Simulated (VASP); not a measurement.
Here is a VASP 6.6.1 calculation.

The input INCAR:

```
SYSTEM = GaAs
ALGO     = Normal         ! electronic algorithm
EDIFF    = 1E-6           ! SCF threshold, eV
ENCUT    = 520            ! plane-wave cutoff, eV
ISIF     = 2              ! what is computed and relaxed
ISMEAR   = 0              ! smearing method
LASPH    = .True.         ! aspherical terms in the spheres
LCHARG   = .False.        ! write CHGCAR
LREAL    = .False.        ! projectors in reciprocal space
LWAVE    = .False.        ! write WAVECAR
NBANDS   = 16             ! bands
NELM     = 80             ! most SCF steps
PREC     = Accurate       ! precision mode
SIGMA    = 0.03           ! smearing width, eV
```

Contents of KPOINTS:

```
k-points
0
Gamma
  10 10 10
  0 0 0
```

Contents of POSCAR:

```
GaAs                                    
1.0
    0.0000000000      2.8313993253      2.8313993253
    2.8313993253      0.0000000000      2.8313993253
    2.8313993253      2.8313993253      0.0000000000
  Ga              As            
     1     1
Direct
     0.0000000000000000    0.0000000000000000    0.0000000000000000
     0.2500000000000000    0.2500000000000000    0.2500000000000000
```

Contents of KPOINTS_OPT:

```
explicit points
202
Reciprocal
 0.0000000000  0.0000000000  0.0000000000 1
 0.0555555556  0.0000000000  0.0555555556 1
 0.1111111111  0.0000000000  0.1111111111 1
 0.1666666667  0.0000000000  0.1666666667 1
 0.2222222222  0.0000000000  0.2222222222 1
 0.2777777778  0.0000000000  0.2777777778 1
[... 194 lines left out ...]
 0.5111346300  0.0222692700  0.5111346300 1
 0.4888653700 -0.0222692700  0.4888653700 1
```

Potentials or basis: VASP PAW LDA potentials, release 64 (Ga_d, As).

Run with:

```console
$ cat potpaw_LDA.64/Ga_d/POTCAR potpaw_LDA.64/As/POTCAR > POTCAR
$ mpirun -np 1 vasp_std > vasp.out
```

Problem. Estimate the band gap on the k mesh.

Solution. 0.30 eV, direct.

Problem. Predict the band gap along the path.

Solution. 0.30 eV, direct.

Problem. Predict the pressure.

Solution. -1.9 GPa.

Levels at the corners of the path, in eV from the valence-band top:
```
point  band 7  band 8  band 9  band 10  band 11  band 12
    Γ    0.00    0.00    0.00     0.30     3.67     3.67
    X   -6.85   -2.67   -2.67     1.35     1.55    10.00
    X   -6.85   -2.67   -2.67     1.35     1.55    10.00
    W   -6.67   -3.54   -3.35     4.52     4.63     5.28
    W   -6.67   -3.54   -3.35     4.52     4.63     5.28
    K   -6.67   -3.87   -2.25     1.85     4.53     7.79
    K   -6.67   -3.87   -2.25     1.85     4.53     7.79
    Γ    0.00    0.00    0.00     0.30     3.67     3.67
    Γ    0.00    0.00    0.00     0.30     3.67     3.67
    L   -6.67   -1.14   -1.14     0.85     4.58     4.58
    L   -6.67   -1.14   -1.14     0.85     4.58     4.58
    U   -6.67   -3.87   -2.25     1.85     4.53     7.79
    U   -6.67   -3.87   -2.25     1.85     4.53     7.79
    W   -6.67   -3.54   -3.35     4.52     4.63     5.28
    W   -6.67   -3.54   -3.35     4.52     4.63     5.28
    L   -6.67   -1.14   -1.14     0.85     4.58     4.58
    L   -6.67   -1.14   -1.14     0.85     4.58     4.58
    K   -6.67   -3.87   -2.25     1.85     4.53     7.79
    U   -6.67   -3.87   -2.25     1.85     4.53     7.79
    X   -6.85   -2.67   -2.67     1.35     1.55    10.00
```

**What was measured.**

From “Evidence of valence band perturbations in GaAsN/GaAs(001): A combined variable-angle spectroscopic ellipsometry and modulated photoreflectance investigation”, 2008, arxiv:0805.2212, for a bulk crystal of GaAs at 300 K: band gap 1.412 ± 0.01 eV (direct).

Against the measured gap of GaAs, 1.412 eV (direct; 300 K; “Evidence of valence band perturbations in GaAsN/GaAs(001): A combined variable-angle spectroscopic ellipsometry and modulated photoreflectance investigation”, 2008, arxiv:0805.2212), the calculated 0.30 eV is off by -1.12 eV. So large a miss can be the level of theory's own, or it may mean another phase, state or a wrong row. 3 values of this kind are on record (1.412 to 1.51 eV); this one was drawn at random among those near their median, those with a stated uncertainty first. Spin-orbit coupling on As, Ga is left out. The value is that of LDA, without temperature or zero-point motion. Semilocal functionals fall short of measured gaps as a rule.
